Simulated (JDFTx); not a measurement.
The system is Pt.

```
Pt
1.0
    -1.58422    1.58422    1.58422
     1.58422   -1.58422    1.58422
     1.58422    1.58422   -1.58422
Pt
1
Direct
  0.00000 0.00000 0.00000
```

This isn't the form of Pt at room conditions, which is fcc.

Below is the output of JDFTx 1.7.0 (patched build) for this cell. Logs are shortened: lines on timing, memory, paths and dates and some standing lists are left out, and cuts for length are marked.

```text
*************** JDFTx 1.7.0 (patched build) ***************

Input parsed successfully to the following command list (including defaults):
[... the input with its defaults ...]

---------- Setting up symmetries ----------

Found 48 point-group symmetries of the bravais lattice
Found 48 space-group symmetries with basis
Applied RMS atom displacement 0 bohrs to make symmetries exact.

---------- Initializing the Grid ----------
R =
[     -2.99374      2.99374      2.99374  ]
[      2.99374     -2.99374      2.99374  ]
[      2.99374      2.99374     -2.99374  ]
unit cell volume = 107.326
G =
[ 1.90935e-17    1.04939    1.04939  ]
[    1.04939 1.90935e-17    1.04939  ]
[    1.04939    1.04939 1.90935e-17  ]
Minimum fftbox size, Smin = [  32  32  32  ]
Chosen fftbox size, S = [  32  32  32  ]

---------- Exchange Correlation functional ----------
Initialized LibXC exchange functional 'Re-regularized SCAN exchange by Furness et al'
Initialized LibXC correlation functional 'Re-regularized SCAN correlation by Furness et al'

---------- Setting up pseudopotentials ----------
Width of ionic core gaussian charges (only for fluid interactions / plotting) set to 0

Reading pseudopotential file 'pseudo/Pt.upf':
  'Pt' pseudopotential, 'PBE' functional
  Generated using ONCVPSP code by D. R. Hamann
  18 valence electrons, 0 orbitals, 8 projectors, 602 radial grid points, with lMax = 3
  Core radius for overlap checks: 2.59 bohrs.

Initialized 1 species with 1 total atoms.

Folded 1 k-points by 6x6x6 to 216 k-points.

---------- Setting up k-points, bands, fillings ----------
Reduced to 16 k-points under symmetry.
Computing the number of bands and number of electrons
Calculating initial fillings.
nElectrons:  18.000000   nBands: 15   nStates: 16

----- Setting up reduced wavefunction bases (one per k-point) -----
average nbasis = 1297.773 , ideal nbasis = 1296.842

---------- Setting up ewald sum ----------
Optimum gaussian width for ewald sums = 1.869228 bohr.
Real space sum over 2197 unit cells with max indices [  6  6  6  ]
Reciprocal space sum over 2197 terms with max indices [  6  6  6  ]

---------- Allocating electronic variables ----------
Initializing wave functions:  (No orbitals for LCAO)  bandwidth-limited random numbers

--------- Lattice Minimization ---------

Setting the auxilliary hamiltonian equal to the subspace hamiltonian.

-------- Electronic minimization -----------
Will mix electronic and kinetic density at each iteration.
	FillingsUpdate:  mu: +1.655289501  nElectrons: 18.000000
	FillingsUpdate:  mu: -0.086138221  nElectrons: 18.000000
SCF: Cycle:  0   F: -115.756695151308634   dF: -3.066e+01   |Residual|: 1.299e+01   |deigs|: 2.396e+00
	FillingsUpdate:  mu: -0.000000000  nElectrons: 18.000000
SCF: Cycle:  1   F: -115.828679785660256   dF: -7.198e-02   |Residual|: 1.018e+01   |deigs|: 9.628e-01
	FillingsUpdate:  mu: +1.566164582  nElectrons: 18.000000
SCF: Cycle:  2   F: -109.082815228027201   dF: +6.746e+00   |Residual|: 1.662e+01   |deigs|: 2.078e+00
	FillingsUpdate:  mu: +0.796066469  nElectrons: 18.000000
SCF: Cycle:  3   F: -121.164901813604317   dF: -1.208e+01   |Residual|: 2.904e+00   |deigs|: 1.077e+00
	FillingsUpdate:  mu: +0.782721500  nElectrons: 18.000000
SCF: Cycle:  4   F: -121.285225124182872   dF: -1.203e-01   |Residual|: 2.472e+00   |deigs|: 1.395e-02
	FillingsUpdate:  mu: +0.767121888  nElectrons: 18.000000
SCF: Cycle:  5   F: -121.294166065337620   dF: -8.941e-03   |Residual|: 6.974e-01   |deigs|: 3.524e-02
	FillingsUpdate:  mu: +0.628186569  nElectrons: 18.000000
[... 59 lines left out ...]
# Energy components:
   Eewald =      -98.4647030952067155
       EH =       20.8198296459246599
     Eloc =      -80.0279623032925400
      Enl =       10.8418778458020935
      Exc =      -11.6128074836856676
       KE =       37.1449687928184318
-------------------------------------
     Etot =     -121.2987965976397362
       TS =        0.0001995443273827
-------------------------------------
        F =     -121.2989961419671232

LatticeMinimize: Iter:   0  F: -121.298996141967123  |grad|_K:  7.711e-03

-------- Electronic minimization -----------
Will mix electronic and kinetic density at each iteration.
	FillingsUpdate:  mu: +0.777917739  nElectrons: 18.000000
	FillingsUpdate:  mu: +0.783380637  nElectrons: 18.000000
SCF: Cycle:  0   F: -121.298936018542435   dF: -1.288e-05   |Residual|: 5.647e-02   |deigs|: 1.202e-05
	FillingsUpdate:  mu: +0.781111395  nElectrons: 18.000000
SCF: Cycle:  1   F: -121.299048248418998   dF: -1.122e-04   |Residual|: 1.324e-02   |deigs|: 2.716e-03
	FillingsUpdate:  mu: +0.780734404  nElectrons: 18.000000
SCF: Cycle:  2   F: -121.299051912264233   dF: -3.664e-06   |Residual|: 1.475e-03   |deigs|: 5.207e-04
	FillingsUpdate:  mu: +0.780864393  nElectrons: 18.000000
SCF: Cycle:  3   F: -121.299052158754250   dF: -2.465e-07   |Residual|: 5.675e-04   |deigs|: 1.283e-04
	FillingsUpdate:  mu: +0.780874677  nElectrons: 18.000000
SCF: Cycle:  4   F: -121.299052187515954   dF: -2.876e-08   |Residual|: 5.450e-04   |deigs|: 2.142e-05
	FillingsUpdate:  mu: +0.780879413  nElectrons: 18.000000
SCF: Cycle:  5   F: -121.299052194534013   dF: -7.018e-09   |Residual|: 1.952e-04   |deigs|: 1.159e-05
	FillingsUpdate:  mu: +0.780884548  nElectrons: 18.000000
[... 251 lines left out ...]
# Energy components:
   Eewald =      -99.2447193399106595
       EH =       20.4392376985181841
     Eloc =      -78.8885003309823105
      Enl =       10.8479819584819541
      Exc =      -11.6255294230965074
       KE =       37.1724687611134499
-------------------------------------
     Etot =     -121.2990606758758787
       TS =        0.0001891254198473
-------------------------------------
        F =     -121.2992498012957299

LatticeMinimize: Iter:   4  F: -121.299249801295730  |grad|_K:  7.230e-06  alpha:  2.873e-03  linmin:  1.000e+00
LatticeMinimize: Converged (|Delta F|<1.000000e-06 for 2 iters).

Dumping 'run.eigStats' ...
	eMin: -2.902194 at state 0 ( [ +0.000000 +0.000000 +0.000000 ] spin 0 )
	HOMO: +0.796847 at state 2 ( [ +0.000000 +0.000000 +0.333333 ] spin 0 )
	mu  : +0.803166
	LUMO: +0.807080 at state 12 ( [ +0.166667 +0.500000 -0.333333 ] spin 0 )
	eMax: +1.872952 at state 0 ( [ +0.000000 +0.000000 +0.000000 ] spin 0 )
	HOMO-LUMO gap: +0.010233
	Optical gap  : +0.029942 at state 10 ( [ +0.166667 +0.333333 -0.333333 ] spin 0 )
Done!
[note: the HOMO, LUMO and gaps printed at the end count levels as full or empty at half filling, so they show a gap where a level is partly filled]
```

Q: Write the input and the command behind it.

A: Relaxation of cell and atoms with r2SCAN, no spin polarisation. The files as run (others can give the same):

Pt.in
```
lattice \
   -1.5842200000     1.5842200000     1.5842200000 \
    1.5842200000    -1.5842200000     1.5842200000 \
    1.5842200000     1.5842200000    -1.5842200000
latt-scale 1.889726124626 1.889726124626 1.889726124626
coords-type Lattice
ion Pt     0.0000000000     0.0000000000     0.0000000000 1

ion-species pseudo/Pt.upf
elec-cutoff 40
elec-ex-corr mgga-x-r2scan mgga-c-r2scan
kpoint-folding 6 6 6
elec-smearing Fermi 0.0018374661
elec-n-bands 15
electronic-SCF nIterations 100 energyDiffThreshold 1e-09
electronic-minimize nIterations 30 energyDiffThreshold 1e-7
forces-output-coords Cartesian
lattice-minimize nIterations 40 energyDiffThreshold 1e-6

dump-name run.$VAR
dump End Ecomponents EigStats BandEigs Kpoints Forces Stress ElecDensity KEdensity
```

Potentials or basis: SG15-PBE-1.2 with smoothed tails.
Run with:
```console
$ jdftx -c 1 -i Pt.in -o Pt.out
```

Caveat: the k mesh is coarse (spacing up to 0.47 Å⁻¹), so the values aren't converged.
